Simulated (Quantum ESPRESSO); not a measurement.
The system is KF (Carobbiite).

```
K F
1.0
     0.00000    2.67185    2.67185
     2.67185    0.00000    2.67185
     2.67185    2.67185    0.00000
K F
1 1
Cartesian
  0.0000 0.0000 0.0000
  2.6719 2.6719 2.6719
```

Base run:

- Program: Quantum ESPRESSO 7.5
- Functional: AM05
- Potentials or basis: PseudoDojo 0.4.1 SR PBE standard
- Cutoff: 1143 eV
- Density cutoff: 4572 eV
- k mesh: 6 × 6 × 6, shifted
- Occupations: fermi-dirac, width 0.05 eV
- Spin: no spin polarisation

Its results: pressure 0.5 GPa; electronic dielectric tensor (diagonal) 1.99.

**Question.** The run is repeated on the same cell with these changes: functional from AM05 to LDA; potentials or basis from PseudoDojo 0.4.1 SR PBE standard to PseudoDojo 0.4.1 SR LDA standard. What comes out?

**Answer.** Pressure -3.6 GPa; electronic dielectric tensor (diagonal) 2.02.

Caveats: the potentials were made for another functional, which shifts forces and pressure (some runs); the cell is more than 3 GPa from zero pressure, which shifts response properties (some runs).

Not every run made on this cell is shown here.
